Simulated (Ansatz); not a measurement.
Sb in Ansatz: the effect of functional

Crystal: Sb.

```
CELL_PARAMETERS angstrom
3.16349 0.00000 0.00000
0.00000 4.40473 0.00000
-0.03943 0.00000 4.46383
ATOMIC_POSITIONS crystal
Sb 0.01139 0.25000 0.24117
Sb 0.98861 0.75000 0.75883
```

This isn't the form of Sb at room conditions, which is rhombohedral.

The cell isn't the ideal one: volume scaled by 1.04.

Alike in all runs:

| Item | Value |
| --- | --- |
| Program | Ansatz 0.2.0 |
| Task | single point |
| Potentials or basis | Ansatz PAW |
| k mesh | 9 × 6 × 6 |
| Occupations | fermi-dirac, width 0.05 eV |
| Spin | no spin polarisation |

```csv
functional,cutoff,pressure (GPa),largest force (eV/Å)
LDA,420 eV (not typed: the program's choice for these potentials),-5.0,0.06
PBEsol,420 eV (not typed: the program's choice for these potentials),?,?
r2SCAN,500 eV (not typed: the program's choice for these potentials),-2.8,0.07
```

Question: What does the run with functional PBEsol give?

Answer: Pressure -4.0 GPa; largest force 0.04 eV/Å.

Caveats: the PAW data sets come from PBE, with cores solved anew for the run's functional, which leaves a small shift of forces and pressure.
